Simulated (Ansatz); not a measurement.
ZnTe (zinc blende)

```
CELL_PARAMETERS angstrom
      0.00000     6.17910     6.17910
      3.08955     0.00000     3.08955
      3.08955     3.08955     0.00000
ATOMIC_POSITIONS crystal
  Te 0.37500 0.75000 0.75000
  Te 0.87500 0.75000 0.75000
  Zn 0.00000 0.00000 0.00000
  Zn 0.50000 0.00000 0.00000
```

Scan: atom 1 (Te, nearest neighbour Zn at 2.676 Å; its periodic images, 4.4 Å or more away, move with it) is displaced along Cartesian z, direction (0.000, 0.000, 1.000) in Cartesian axes, by s. The other atoms stay.

Calculation: PBE (plane waves to 420 eV, PAW, scalar-relativistic; Ansatz, a program for electronic structure). k mesh 4×8×8 (Γ-centred), Fermi-Dirac smearing 0.05 eV. The energy includes the smearing's −TS. Stress and pressure are positive under compression. F⊥ is the part of the force across the line. Spin-orbit coupling is left out, though Te is heavy. ZnTe was relaxed with its symmetry unable to fall. The zero of ΔE is the undisplaced structure.

```
s (Å)   ΔE (meV/cell)  P (GPa)  |F⊥| (eV/Å)
------  -------------  -------  -----------
-0.540            774     2.55            ?
-0.432            504     1.68        0.347
-0.324            287     0.97        0.253
-0.216            129     0.44        0.166
-0.108              ?     0.11        0.082
0.000               0     0.00        0.000
0.108               ?     0.11        0.083
0.216             128     0.44        0.168
0.324             284     0.98        0.255
0.432             498     1.70        0.342
0.540             764     2.58        0.427
```

What belongs in the gaps?


- -0.540, |F⊥| (eV/Å): 0.451
- -0.108, ΔE (meV/cell): 32
- 0.108, ΔE (meV/cell): 32

(For displaced atoms, the force is minus the slope of the energy, and its curvature is a force constant, which sets phonon frequencies.)
